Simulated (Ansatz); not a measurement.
## Al2O3: field gradients at two levels of theory

Cell: a computed structure from the Materials Project (it need not be an observed phase).

Space group Pbcn (No. 60); a = 7.0899, b = 4.8469, c = 4.9854 Å.

| site | Wyckoff | site symmetry | x | y | z |
| --- | --- | --- | --- | --- | --- |
| Al | 8d | 1 | 0.3904 | 0.2522 | 0.0305 |
| O9 | 8d | 1 | 0.6540 | 0.1070 | 0.1020 |
| O17 | 4c | .2. | 0.0000 | 0.0494 | 0.2500 |

One atom of each set is listed.

First run. Computed with Ansatz: DFT, PBE, plane waves and PAW, scalar-relativistic, 420 eV cutoff, Γ-centred 3×5×5 k-points, Fermi–Dirac smearing 0.02 eV.

```json
{"site": "Al", "V_zz (10²¹ V/m²)": "1.29", "η": "0.68"}
{"site": "O9", "V_zz (10²¹ V/m²)": "-3.93", "η": "0.22"}
{"site": "O17", "V_zz (10²¹ V/m²)": "-2.93", "η": "0.30"}
```

Second run. The same atoms and settings, except that the functional is r2SCAN and the cutoff is 500 eV.

(1) What does the second run give?

Results:

(1) 

```
site   V_zz     η  change of V_zz
  Al   1.26  0.70           -0.03
  O9  -4.03  0.21           -0.10
 O17  -2.99  0.32           -0.06
```

The largest change of V_zz is on O9, from -3.93 to -4.03. In per cent, |V_zz| changes by -2 on Al, +2 on O (all sites that start above 0.5).

For the second run: At this cell the r2SCAN pressure is -7 GPa, so with r2SCAN the cell would shrink if it were relaxed. The entry's cell may itself be off. With these PAW files V_zz is typically within 2 to 3 % of all-electron values, but misses above 10 % occur on Al.
